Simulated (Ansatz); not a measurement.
## TiO2: enthalpy against pressure

TiO2, P4_2/mnm, a = 4.596 Å, c = 2.954 Å. The compound has several low-lying forms, and this is one of them. Ansatz: r2SCAN, PAW, 500 eV, Γ-centred 6×6×10 mesh on 6 atoms, Gaussian smearing 0.02 eV; no spin polarisation. Cell and atoms are relaxed at each pressure, and no other structure is tried, so the rows at high pressure may lie past a change of phase. y is the enthalpy over the state at zero pressure; there V0 = 10.402 Å³/atom. The pressures are the targets, met within 0.05 GPa.

| P (GPa) | y (eV/atom) |
| --- | --- |
| -2.0 | -0.1304 |
| 0.0 | 0.0000 |
| 2.0 | 0.1293 |
| 5.0 | ? |
| 10.0 | 0.6362 |
| 20.0 | 1.2499 |
| 40.0 | 2.4234 |

Q: Fit y = c1 P + c2 P² + c3 P³ to the other rows, say what c1 and c2 mean, and predict the missing value.

A: Least squares on the rows shown. y = 0.064884 P − 0.00013163 P² + 6.0357×10⁻⁷ P³. Since dH/dP = V, c1 is V0: 0.064884 eV/GPa × 160.2 = 10.394 Å³ against 10.402; c2 = −V0/(2B0) gives B0 = 246 GPa, where a Birch–Murnaghan fit to the volumes of the same runs (not shown) gives 230 GPa: a cubic over this range folds the higher terms into c2. At P = 5.0 the fit asked for gives 0.3212 eV/atom. The run gave 0.3212 eV/atom, the same to the digits shown.

Cost: 7 runs of about 8.6 core-minutes in all, on Arm Neoverse V1 (shared hosts).